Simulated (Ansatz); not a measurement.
All numbers below come from DFT PBE, scalar-relativistic, plane waves, PAW in Ansatz. Settings: cutoff 420 eV, Γ-centred meshes spaced at most about 0.3 Å⁻¹, and about 0.25 Å⁻¹ or finer for metals (2π included), Gaussian smearing. Collinear spin in cells that started with moments and kept them past the coarse steps, no spin elsewhere.

All energies are static (0 K, no zero-point motion).

Two relaxed structures of GaO4:

A. (site moments O 1.3 (×2), 1.0 (×2) μB)

```cif
data_structure
_symmetry_space_group_name_H-M 'I4/mmm'
_symmetry_Int_Tables_number 139
_cell_length_a 3.9608
_cell_length_b 3.9608
_cell_length_c 6.9441
_cell_angle_alpha 90.000
_cell_angle_beta 90.000
_cell_angle_gamma 90.000
_cell_volume 108.94
loop_
_atom_site_label
_atom_site_type_symbol
_atom_site_symmetry_multiplicity
_atom_site_Wyckoff_symbol
_atom_site_fract_x
_atom_site_fract_y
_atom_site_fract_z
_atom_site_occupancy
Ga1 Ga 2 a 0.00000 0.00000 0.00000 1
O1 O 4 e 0.50000 0.50000 0.21543 1
O2 O 4 c 0.00000 0.50000 0.00000 1
```

B. (site moments O 1.1 (×4) μB)

```cif
data_structure
_symmetry_space_group_name_H-M 'P-43m'
_symmetry_Int_Tables_number 215
_cell_length_a 3.9884
_cell_length_b 3.9884
_cell_length_c 3.9884
_cell_angle_alpha 90.000
_cell_angle_beta 90.000
_cell_angle_gamma 90.000
_cell_volume 63.44
loop_
_atom_site_label
_atom_site_type_symbol
_atom_site_symmetry_multiplicity
_atom_site_Wyckoff_symbol
_atom_site_fract_x
_atom_site_fract_y
_atom_site_fract_z
_atom_site_occupancy
Ga1 Ga 1 a 0.00000 0.00000 0.00000 1
O1 O 4 e 0.27085 0.72915 0.72915 1
```

**Question.** Which would you expect to be lower, and how large is the difference?

**Answer.** A is lower, by 181 meV/atom. A has space group I4/mmm (No. 139), 10.9 Å³/atom and no gap on its mesh; B has space group P-43m (No. 215), 12.7 Å³/atom and no gap. Counting O atoms around Ga (those within 1.25 times the shortest such distance or 1.15 times the sum of covalent radii, 1.27 where that leaves under three), A has Ga 6 and B has Ga 4. Even the lower one lies +0.38 eV/atom against the reference forms of the elements (uncorrected), so neither is stable at this level. Both come from invented guesses. A third cell relaxed alike, in Pm-3m, lies 18 meV/atom below the lower of the two.

No dispersion correction is applied, so the spacing and binding between layers, chains or molecules are poorly described (I4/mmm, P-43m), and this can change margins and order among such cells. The magnetic state reached may not be the lowest. Cells relaxed within their symmetry can be saddle points. Some candidate types were left out of the draw beforehand, so a known form may be missing.

The preference for A probably reflects its bonding network: GaO6 octahedra share their equatorial corners in layers, whereas B consists of separate GaO4 tetrahedra whose oxygens are all terminal. The shorter Ga–O bonds in B don't make up for the fewer contacts and the looser packing.

In neither cell can gallium supply the electrons needed for four oxide ions, since oxidation beyond Ga(III) would mean opening the 3d shell. The deficit therefore falls on oxygen, and the large O moments, together with the missing gap, point to holes in the O 2p states. Oxygen normally relieves such a deficit by pairing into peroxide, superoxide or O2, but neither structure contains an O–O bond. That explains why even A lies +0.38 eV/atom above the elements, although gallium binds oxygen strongly in Ga2O3.

The result thus supports an order between two unpaired-oxygen frameworks, not a ground state for GaO4, as the lower Pm-3m cell confirms. Whether cells with O–O bonds would lie lower still, as the chemistry suggests, isn't tested by this comparison.
